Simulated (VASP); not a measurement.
## BaTiO3: relaxation of shape and atoms at fixed volume with PBEsol

BaTiO3:

```
Ba Ti O
1.0
     2.80864    1.62157    2.30208
    -2.80864    1.62157    2.30208
     0.00000   -3.24314    2.30208
Ba Ti O
1 1 3
Direct
  0.99803 0.99803 0.99803
  0.48597 0.48597 0.48597
  0.50930 0.50930 0.01660
  0.01660 0.50930 0.50930
  0.50930 0.01660 0.50930
```

The cell isn't the ideal one: a relaxed cell with its volume scaled by 0.98.

```
Program                : VASP 6.6.1
Task                   : relaxation of shape and atoms at fixed volume
Functional             : PBEsol
Potentials or basis    : VASP PAW PBE potentials, release 64 (Ba_sv, Ti_sv, O)
Cutoff                 : 600 eV
k mesh                 : 7 × 7 × 7
Occupations            : gaussian, width 0.03 eV
Spin                   : no spin polarisation
Further INCAR settings : ALGO = Fast; EDIFF = 1e-07; IBRION = 2; EDIFFG = -0.01; NSW = 40; ISIF = 4
```

```yaml
Energy_gained_by_relaxing: 0.9 meV/atom
Ionic_steps: 6
Pressure_after_relaxing: 2.6 GPa
Largest_force_after_relaxing: 0.007 eV/Å
Band_gap_on_the_k_mesh: 2.20 eV, indirect (least direct gap 2.43 eV)
```

Forces on the atoms (eV/Å):
```
Ba   0.000  0.000  0.007
Ti   0.000  0.000 -0.004
O    0.000  0.004 -0.001
O   -0.003 -0.002 -0.001
O    0.003 -0.002 -0.001
```

The path:
```
step  energy change (eV)  largest force (eV/Å)  pressure (GPa)
   1              0.0000                0.1947            3.66
   2             -0.0032                0.0859            3.09
   3             -0.0036                0.0458            2.83
   4             -0.0040                0.0313            2.77
   5             -0.0042                0.0195            2.69
   6             -0.0043                0.0072            2.65
```

Final structure:
```cif
data_structure
_symmetry_space_group_name_H-M 'P 1'
_symmetry_Int_Tables_number 1
_cell_length_a 3.9771
_cell_length_b 3.9771
_cell_length_c 3.9771
_cell_angle_alpha 89.917
_cell_angle_beta 89.917
_cell_angle_gamma 89.917
_cell_volume 62.91
loop_
_atom_site_label
_atom_site_type_symbol
_atom_site_fract_x
_atom_site_fract_y
_atom_site_fract_z
_atom_site_occupancy
Ba1 Ba 0.99917 0.99917 0.99917 1
Ti1 Ti 0.48911 0.48911 0.48911 1
O1 O 0.50855 0.50855 0.01381 1
O2 O 0.01381 0.50855 0.50855 1
O3 O 0.50855 0.01381 0.50855 1
```

Levels at points of the mesh, in eV from the valence-band top:
```csv
k point,band 16,band 17,band 18,band 19,band 20,band 21,band 22,band 23,band 24
"(0.00, 0.00, 0.00)",-1.22,-1.06,-0.34,-0.23,-0.23,2.20,2.20,2.31,4.48
```

Wall time 2.1 min on 2 MPI ranks on Intel(R) Xeon(R) 6975P-C (Granite Rapids) (shared host), peak memory 0.23 GiB a rank.

Caveat: the PAW data sets were made with another functional, which shifts forces and pressure a little; spin-orbit coupling is left out, which moves the levels of the heavy elements; an odd mesh through Γ misses points on the zone boundary, where band edges often lie.
